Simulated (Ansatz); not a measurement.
Crystal: ZnS.

```
Zn S
1.0
     0.00000    2.70200    2.70200
     2.70200    0.00000    2.70200
     2.70200    2.70200    0.00000
Zn S
1 1
Direct
  0.75000 0.75000 0.75000
  0.00000 0.00000 0.00000
```

| Item | Value |
| --- | --- |
| Program | Ansatz 0.2.0 |
| Task | relaxation of cell and atoms |
| Functional | revPBE |
| Dispersion | D3(BJ) |
| Potentials or basis | Ansatz PAW |
| Cutoff | 420 eV (not typed: the program's choice for these potentials) |
| k mesh | 9 × 9 × 9 |
| Occupations | fermi-dirac, width 0.05 eV |
| Spin | no spin polarisation |

At the start: volume 19.73 Å³/atom.

**Question.** Where does the relaxation end?

**Answer.** It ends after 5 steps and the volume is 19.15 Å³/atom (-2.9 %); space group F-43m (No. 216, to 0.05 Å).

Step by step:
```tsv
step	energy change (eV)	largest force (eV/Å)	volume (Å³)
1	0.0000	0.0000	39.45
2	-0.0068	0.0000	38.80
3	-0.0085	0.0000	38.28
4	-0.0085	0.0000	38.31
5	-0.0080	0.0000	38.31
```

Final structure:
```cif
data_structure
_symmetry_space_group_name_H-M 'P 1'
_symmetry_Int_Tables_number 1
_cell_length_a 3.7838
_cell_length_b 3.7838
_cell_length_c 3.7838
_cell_angle_alpha 60.000
_cell_angle_beta 60.000
_cell_angle_gamma 60.000
_cell_volume 38.31
loop_
_atom_site_label
_atom_site_type_symbol
_atom_site_fract_x
_atom_site_fract_y
_atom_site_fract_z
_atom_site_occupancy
Zn1 Zn 0.75000 0.75000 0.75000 1
S1 S 0.00000 0.00000 0.00000 1
```

Caveat: the plane-wave basis is chosen anew once the cell has moved, so the energies of steps on either side of that aren't comparable; the PAW data sets come from PBE, with cores solved anew for the run's functional, which leaves a small shift of forces and pressure.
